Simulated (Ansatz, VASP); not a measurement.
## One calculation of Te, two programs

INCAR

```
SYSTEM = Te
  PREC = Accurate
  ENCUT = 600
  EDIFF = 1E-6
  ISMEAR = -1
  SIGMA = 0.1
  LREAL = .False.
  LASPH = .True.
  NELM = 80
  ALGO = Fast
  ISIF = 3
  LWAVE = .False.
  LCHARG = .False.
  GGA = RE
  IBRION = 2
  NSW = 80
  EDIFFG = -0.01
```

KPOINTS

```
regular mesh
0
Gamma
  11 11 11
  0 0 0
```

Contents of POSCAR:

```
Te
1.0
   -1.9317963558      1.9317963558      1.9317963558
    1.9317963558     -1.9317963558      1.9317963558
    1.9317963558      1.9317963558     -1.9317963558
Te
1
Direct
    0.0000000000      0.0000000000      0.0000000000
```

Input for Ansatz:

```yaml
crystal:
  lattice:
    - [-1.9317963558, 1.9317963558, 1.9317963558]
    - [1.9317963558, -1.9317963558, 1.9317963558]
    - [1.9317963558, 1.9317963558, -1.9317963558]
  atoms:
    - { symbol: Te, position: [0.0, 0.0, 0.0] }
hamiltonian:
  xc: revpbe
  pseudopotentials:
    kind: paw
    azcp:
      Te: "pseudopotentials/Te.paw.azcp"
basis:
  ecutwfc: 420
  fft_grid_basis: typed
kpoints:
  mp_grid: { grid: [11, 11, 11], shift: [0, 0, 0] }
magnetization:
  spin_polarized: false
scf:
  occupations: { method: fermi_dirac, width: 0.1 }
relax:
  max_steps: 60
  f_tol: 0.01
  cell: {}
```

The cell was built by a generator and needn't be a form met in nature.

Alike in both runs: task relaxation of cell and atoms; functional revPBE; k mesh 11 × 11 × 11; occupations fermi-dirac, width 0.1 eV; no spin polarisation.

|  | VASP | Ansatz |
| --- | --- | --- |
| version | VASP 6.6.1 | Ansatz 0.2.0 |
| potentials or method | VASP PAW PBE potentials, release 64 (Te) | plane waves (420 eV) with PAW, scalar-relativistic |
| plane-wave cutoff (eV) | 600 | 420 |
| valence electrons in the cell | 6 | 16 |

|  | VASP | Ansatz | Ansatz less VASP |
| --- | --- | --- | --- |
| relaxed volume (Å³/atom) | 28.97 | 29.06 | +0.096 |
| relaxed cell length with the largest relative difference (Å) | 3.351 | 3.355 | +0.0037 |

The two sets of potentials don't hold the same shells in valence.

Caveats: the PAW data sets were made with another functional, which shifts forces and pressure a little (VASP). Spin-orbit coupling is left out, which matters for the levels of Te.
